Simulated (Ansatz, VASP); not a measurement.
Cs: VASP beside Ansatz

File INCAR:

```
SYSTEM = Cs
PREC = Accurate ; ENCUT = 520
EDIFF = 1E-8 ; ISMEAR = -1
SIGMA = 0.05 ; LREAL = .FALSE.
LASPH = .TRUE. ; NELM = 100
ALGO = Normal ; ISIF = 2
LWAVE = .FALSE. ; LCHARG = .FALSE.
GGA = CA ; LEFG = .TRUE.
NBANDS = 10
```

KPOINTS

```
Automatic mesh
0
G
  9 9 9
  0 0 0
```

The input POSCAR:

```
Cs
1.0
   -3.0123912288      3.0123912288      3.0123912288
    3.0123912288     -3.0123912288      3.0123912288
    3.0123912288      3.0123912288     -3.0123912288
Cs
1
Direct
    0.0000000000      0.0000000000      0.0000000000
```

Input for Ansatz:

```yaml
crystal:
  lattice:
    - [-3.0123912288, 3.0123912288, 3.0123912288]
    - [3.0123912288, -3.0123912288, 3.0123912288]
    - [3.0123912288, 3.0123912288, -3.0123912288]
  atoms:
    - { symbol: Cs, position: [0.0, 0.0, 0.0] }
kpoints:
  mp_grid: { grid: [9, 9, 9] }
scf:
  occupations: { method: fermi_dirac, width: 0.05 }
hamiltonian:
  xc: lda
  pseudopotentials: { kind: all_electron, datasets: crystal }
output:
  forces: true
  stress: true
  eigenvalues: true
  efg: { contact_densities: true }
```

Change from the starting cell: volume scaled by 0.99, crystal datasets.

Alike in both runs: task electric field gradients; functional LDA; k mesh 9 × 9 × 9; occupations fermi-dirac, width 0.05 eV; no spin polarisation.

|  | VASP | Ansatz |
| --- | --- | --- |
| version | VASP 6.6.1 | Ansatz 0.2.0 |
| potentials or method | VASP PAW LDA potentials, release 64 (Cs_sv) | all-electron PAW with datasets made for the crystal, scalar-relativistic |
| plane-wave cutoff (eV) | 520 | see its input |

```csv
,VASP,Ansatz,Ansatz less VASP
pressure (GPa),-0.3,-0.3,+0.01
Vzz of the field gradient on the site that differs most (V/Å²),0.0,0.0,0.00
```

Ansatz ran all-electron here, so the differences hold the error of VASP's frozen core and of both bases. Ansatz warned: «gradients_without_spin_orbit».

The runs have no spin-orbit coupling, so splittings on Cs are missing.
